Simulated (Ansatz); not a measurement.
# W (Tungsten): the cost of one run

Computed with Ansatz 0.2.0 (DFT PBE, scalar-relativistic, plane waves, PAW, unless a step's input says otherwise).

1 further run of the same task is left out (set aside as unsound or not needed).

## 1. The structure to begin with

It takes space group Im-3m (No. 229, cubic). Conventional cell: a = 3.184 Å, b = 3.184 Å, c = 3.184 Å, α = 90.00°, β = 90.00°, γ = 90.00°. W (site symmetry m-3m) has 8 W at 2.76 Å as nearest neighbours.

As a file:

```cif
data_structure
_symmetry_space_group_name_H-M 'Im-3m'
_symmetry_Int_Tables_number 229
_cell_length_a 3.1836
_cell_length_b 3.1836
_cell_length_c 3.1836
_cell_angle_alpha 90.000
_cell_angle_beta 90.000
_cell_angle_gamma 90.000
_cell_volume 32.27
loop_
_atom_site_label
_atom_site_type_symbol
_atom_site_symmetry_multiplicity
_atom_site_Wyckoff_symbol
_atom_site_fract_x
_atom_site_fract_y
_atom_site_fract_z
_atom_site_occupancy
W1 W 2 a 0.00000 0.00000 0.00000 1
```

This cell was relaxed beforehand with the same method: volume 16.13 Å³/atom, gap on the mesh none (metal).

## 2. Bulk reference on the slab's mesh

The input, input.yaml:

```yaml
crystal:
  lattice:
    - [2.7570398384, 0.0, 0.0]
    - [-0.9190132795, 2.5993620877, 0.0]
    - [0.9190132795, 1.2996810438, 2.2511136016]
  atoms:
    - { symbol: W, position: [0.0, 0.0, 0.0] }
basis:
  ecutwfc: 420
kpoints:
  mp_grid: { grid: [13, 13, 15] }
hamiltonian:
  xc: pbe
scf:
  occupations: { method: gaussian, width: 0.1 }
output:
  forces: true
  stress: true
  eigenvalues: true
```

The run is started by

```
$ ansatz run input.yaml --threads 1 --pin off --max-ram 2560MiB --backend cpu --events-out ev --progress --plain --runs-dir out
```

**Question.** How long does this run take on 1 thread of Intel Xeon Platinum 8259CL at 2.50GHz (Skylake/Cascade Lake), shared host, and how much memory does it need?

About 7.8 s, with a peak of 0.45 GiB.
